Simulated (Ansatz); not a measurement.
The system is Au.

```
CELL_PARAMETERS angstrom
2.90000 0.00000 0.00000
-1.45000 2.51147 0.00000
0.00000 0.00000 4.88000
ATOMIC_POSITIONS crystal
Au 0.66667 0.33333 0.25000
Au 0.33333 0.66667 0.75000
```

This isn't the form of Au at room conditions, which is fcc.

- Program: Ansatz 0.2.0
- Task: single point
- Functional: PBEsol
- Potentials or basis: Ansatz PAW
- Cutoff: 420 eV (not typed: the program's choice for these potentials)
- k mesh: 11 × 11 × 6
- Occupations: fermi-dirac, width 0.05 eV
- Spin: no spin polarisation

On this cell: pressure -6.4 GPa; largest force under 0.003 eV/Å; band gap on the k mesh none (metal or under the smearing width).

The same run follows on a disturbed copy (atoms moved at random, drawn with an rms of 0.05 Å):

```xyz
2
Lattice="2.9000 0.0000 0.0000 -1.4500 2.5115 0.0000 0.0000 0.0000 4.8800" Properties=species:S:1:pos:R:3 pbc="T T T"
Au    1.4853    0.8841    1.2259
Au   -0.0274    1.6658    3.6818
```

**Question.** What changes?

**Answer.** The energy (extrapolated to zero smearing) moves by +0.6 meV/atom; pressure -6.4 GPa; largest force 0.088 eV/Å; band gap on the k mesh none (metal or under the smearing width).

Forces on the atoms (eV/Å):
```
Au  -0.021 -0.012  0.084
Au   0.021  0.012 -0.084
```

Stress tensor (GPa, compression positive):
```
-6.18  0.17 -0.07
 0.17 -6.40 -0.05
-0.07 -0.05 -6.61
```

Caveats: the PAW data sets come from PBE, with cores solved anew for the run's functional, which leaves a small shift of forces and pressure.
